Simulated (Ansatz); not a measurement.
The system is BaTiO3.

```
CELL_PARAMETERS angstrom
3.99980 0.00000 0.00000
0.00000 3.99980 0.00000
0.00000 0.00000 4.01800
ATOMIC_POSITIONS crystal
Ba 0.00000 0.00000 0.00000
Ti 0.50000 0.50000 0.49000
O 0.00000 0.50000 0.51700
O 0.50000 0.00000 0.51700
O 0.50000 0.50000 0.01900
```

Base run:

```yaml
Program: Ansatz 0.2.0
Functional: PBE
Potentials_or_basis: Ansatz PAW
Cutoff: "420 eV (not typed: the program's choice for these potentials)"
k_mesh: 7 × 7 × 7
Occupations: fermi-dirac, width 0.05 eV
Spin: no spin polarisation
```

Its results: band gap on the k mesh 1.93 eV, indirect (least direct gap 2.09 eV); pressure 2.4 GPa; largest force 0.311 eV/Å.

Question: The run is repeated on the same cell with these changes: hubbard terms from none to Ti d U = 3 eV; hubbard projectors from none to ortho-atomic (the default). What comes out?

Answer: Band gap on the k mesh 2.27 eV, indirect (least direct gap 2.44 eV); pressure 3.4 GPa; largest force 0.164 eV/Å.

The U term pushes filled and empty states of the shell apart.

Caveats: the k mesh misses the band edges, so the gap on the mesh is wider than the one along the path; spin-orbit coupling is left out, which moves the levels of the heavy elements.
